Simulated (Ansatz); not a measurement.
Reaction (formal exchange of groups at the Se–C bond): `FC(F)(F)[SeH]` + `[OH][AlH][SiH3]` → `[OH][AlH][SiH2][SeH]` + trifluoromethane

Gas-phase electronic energies from Ansatz, PBE0-D4/def2-TZVP geometries. CBS: MP2 limit from def2 TZ/QZ plus the TZ coupled-cluster correction, frozen cores. This one scheme is used for every species. Functionals use def2-TZVPP. B3LYP here is the variant with VWN-RPA as its local correlation; programs differ in this. For Se outer-core shells are correlated without core-valence functions, which leaves a few kJ/mol of doubt a bond. Scalar relativity is left out up to krypton. One conformer a species, not always the lowest.

```tsv
species	B3LYP energy (Eh)
`FC(F)(F)[SeH]`	-2739.96922
`[OH][AlH][SiH3]`	-610.29579
`[OH][AlH][SiH2][SeH]`	-3011.91726
`FC(F)F`	-338.39398
```

Problem. Work out ΔE.

Solution. ΔE = (-3011.91726) + (-338.39398) − (-2739.96922) − (-610.29579) = -0.04623 Eh = -121.4 kJ/mol. CCSD(T)/CBS gives -132.5 kJ/mol.

Largest T1 diagnostic among the species: 0.014.

The D4 term adds −3.8 kJ/mol with B3LYP and −2.2 kJ/mol with PBE0; it sums over pairs of atoms, weighted by their polarisabilities, and B3LYP, whose exchange is more repulsive, gets the larger term. At CCSD(T), def2-SVP lies +7.6 kJ/mol from the extrapolated value and def2-TZVPP +3.7 kJ/mol. From PBE to PBE0 (25 % exact exchange), in def2-TZVPP and without D4, ΔE moves by −9.3 kJ/mol.
